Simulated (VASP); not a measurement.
# Ta: convergence, relaxation of the cell

Ta, Im-3m (no. 229), 1 atom in the cell. AM05; PAW potentials Ta_pv (PBE set). VASP 6.6.1. The cell is changed on purpose: volume scaled by 1.03.

Wanted: cell volume within 0.2 %; lattice lengths within 0.1 %; shortest distances from each atom, periodic images included within 0.005 Å.

What the run is for: cell; Accuracy asked: standard.

The series start from Plane-wave cutoff (eV): 340; Smearing width (eV): 0.1; k-point mesh: 13 × 13 × 13; Relaxation passes: 2; Ionic threshold (EDIFFG): -0.005; Electronic threshold (eV): 1e-6; Precision mode (PREC): Accurate; Relaxation algorithm: IBRION=2 POTIM=0.5. Each series keeps the choices made before it, and each single choice may use up half of a tolerance. Times cover all steps of a run.

## Plane-wave cutoff (eV)

| Plane-wave cutoff (eV) | Cell volume (Å³) | Lattice lengths, largest deviation against the largest value | Shortest distances from each atom, periodic images included, largest deviation (Å) | Time (s) |
|---|---|---|---|---|
| 220 | 17.58 | 0.21 % | 0.0059 | 17 |
| 260 | 17.63 | 0.12 % | 0.0035 | 16 |
| 290 | 17.63 | 0.12 % | 0.0033 | 19 |
| 340 | 17.66 | 0.054 % | 0.0015 | 28 |
| 390 | 17.68 | 0.012 % | 0.0003 | 28 |
| 470 | 17.69 | 0.0077 % | 0.0002 | 29 |
| 590 | 17.69 | 0.0014 % | 0.0000 | 36 |
| 650 (reference) | 17.69 | 0 % | 0.0000 | 42 |

Chosen: 390, the loosest value from which every tighter one stays within half of the tolerance.

## Smearing width (eV)

| Smearing width (eV) | Cell volume (Å³) | Lattice lengths, largest deviation against the largest value | Shortest distances from each atom, periodic images included, largest deviation (Å) | Time (s) |
|---|---|---|---|---|
| 0.4 | 17.63 | 0.14 % | 0.0040 | 38 |
| 0.3 | 17.65 | 0.11 % | 0.0031 | 39 |
| 0.2 | 17.66 | 0.079 % | 0.0023 | 41 |
| 0.15 | 17.67 | 0.06 % | 0.0017 | 34 |
| 0.1 | 17.68 | 0.036 % | 0.0010 | 28 |
| 0.05 (reference) | 17.7 | 0 % | 0.0000 | 37 |

Chosen: 0.05; the next looser run is off by more than half of the tolerance, so convergence isn't shown beyond this value.

## k-point mesh

| k-point mesh | Cell volume (Å³) | Lattice lengths, largest deviation against the largest value | Shortest distances from each atom, periodic images included, largest deviation (Å) | Time (s) |
|---|---|---|---|---|
| 5 × 5 × 5 | 17.96 | 0.71 % | 0.0200 | 15 |
| 6 × 6 × 6 | 17.92 | 0.64 % | 0.0181 | 17 |
| 8 × 8 × 8 | 17.45 | 0.25 % | 0.0070 | 22 |
| 10 × 10 × 10 | 17.79 | 0.39 % | 0.0110 | 22 |
| 13 × 13 × 13 | 17.7 | 0.24 % | 0.0067 | 37 |
| 15 × 15 × 15 (reference) | 17.58 | 0 % | 0.0000 | 44 |

Chosen: 15 × 15 × 15; the next looser run is off by more than half of the tolerance, so convergence isn't shown beyond this value.

## Relaxation passes

| Relaxation passes | Cell volume (Å³) | Lattice lengths, largest deviation against the largest value | Shortest distances from each atom, periodic images included, largest deviation (Å) | Time (s) |
|---|---|---|---|---|
| 1 | 17.58 | 0 % | 0.0000 | 38 |
| 2 | 17.58 | 0 % | 0.0000 | 44 |
| 3 (reference) | 17.58 | 0 % | 0.0000 | 50 |

Chosen: 1.

## Ionic threshold (EDIFFG)

| Ionic threshold (EDIFFG) | Cell volume (Å³) | Lattice lengths, largest deviation against the largest value | Shortest distances from each atom, periodic images included, largest deviation (Å) | Time (s) |
|---|---|---|---|---|
| -0.05 | 17.61 | 0.061 % | 0.0017 | 24 |
| -0.02 | 17.58 | 0.0035 % | 0.0001 | 29 |
| -0.01 | 17.58 | 0.0035 % | 0.0001 | 34 |
| -0.005 | 17.58 | 0.0032 % | 0.0001 | 38 |
| -0.002 (reference) | 17.58 | 0 % | 0.0000 | 44 |

Chosen: -0.02.

## Electronic threshold (eV)

| Electronic threshold (eV) | Cell volume (Å³) | Lattice lengths, largest deviation against the largest value | Shortest distances from each atom, periodic images included, largest deviation (Å) | Time (s) |
|---|---|---|---|---|
| 0.0001 | 17.58 | 0.013 % | 0.0004 | 30 |
| 1e-5 | 17.58 | 0.0014 % | 0.0000 | 24 |
| 1e-6 | 17.58 | 0 % | 0.0000 | 29 |
| 1e-7 (reference) | 17.58 | 0 % | 0.0000 | 30 |

Chosen: 0.0001.

## Precision mode (PREC)

| Precision mode (PREC) | Cell volume (Å³) | Lattice lengths, largest deviation against the largest value | Shortest distances from each atom, periodic images included, largest deviation (Å) | Time (s) |
|---|---|---|---|---|
| Normal | 17.58 | 0.00035 % | 0.0000 | 17 |
| Accurate (reference) | 17.58 | 0 % | 0.0000 | 30 |

Chosen: Normal.

## Relaxation algorithm

| Relaxation algorithm | Cell volume (Å³) | Lattice lengths, largest deviation against the largest value | Shortest distances from each atom, periodic images included, largest deviation (Å) | Time (s) |
|---|---|---|---|---|
| IBRION=2 POTIM=0.5 | 17.58 | 0 % | 0.0000 | 17 |
| IBRION=2 POTIM=0.2 | 17.59 | 0.035 % | 0.0010 | 25 |
| IBRION=1 POTIM=0.5 | 17.58 | 0.014 % | 0.0004 | 12 |
| IBRION=1 POTIM=0.2 | 17.6 | 0.036 % | 0.0010 | 10 |

Chosen: IBRION=1 POTIM=0.5; it saves 5.0 s of 17, so IBRION=2 POTIM=0.5 would do nearly as well.

## All choices together

| Input | Cell volume (Å³) | Lattice lengths, largest deviation against the largest value | Shortest distances from each atom, periodic images included, largest deviation (Å) | Time (s) |
|---|---|---|---|---|
| the program's defaults (naive) | 17.67 | 0.16 % | 0.0046 | 3.7 |
| chosen settings | 17.58 | 0.0063 % | 0.0002 | 12 |
| reference settings throughout | 17.59 | 0 % | 0.0000 | 72 |

The chosen settings stay within the tolerance of the reference run, but the reference itself isn't shown to be converged in: Smearing width (eV), k-point mesh.

Values of the reference run: Lattice lengths: 2.837, 2.837, 2.837 Å; Shortest distances from each atom, periodic images included: 2.837, 2.837, 2.837, 2.837 Å.

## The input

INCAR.step1:
```
ALGO = Normal
EDIFF = 1E-4
EDIFFG = -0.02
ENCUT = 390
GGA = AM
GGA_COMPAT = False
IBRION = 1
ISIF = 3
ISMEAR = 1
LASPH = True
LCHARG = False
LREAL = False
LWAVE = False
NELM = 120
NELMIN = 4
NSW = 80
POTIM = 0.5
PREC = Normal
SIGMA = 0.05
```

INCAR.step2, as INCAR.step1 but for:
```
- EDIFFG = -0.02
- IBRION = 1
- ISIF = 3
- NELMIN = 4
- NSW = 80
- POTIM = 0.5
+ ISIF = 2
```

KPOINTS:
```
Automatic mesh
0
Gamma
  15 15 15
  0 0 0
```

POSCAR.step1:
```
Ta
1.0
   -1.6676303703      1.6676303703      1.6676303703
    1.6676303703     -1.6676303703      1.6676303703
    1.6676303703      1.6676303703     -1.6676303703
Ta
1
Direct
    0.0000000000      0.0000000000      0.0000000000
```

Commands (each step's output is kept before the next begins):
```
cat potpaw_PBE.64/Ta_pv/POTCAR > POTCAR
cp INCAR.step1 INCAR
cp POSCAR.step1 POSCAR
mpirun -np 1 vasp_std > vasp.out
cp CONTCAR POSCAR
cp INCAR.step2 INCAR
mpirun -np 1 vasp_std > vasp.out
```

The chosen input took VASP 6.6.1 12 s on 1 core (Intel Xeon Platinum 8488C (Sapphire Rapids)), a shared host.
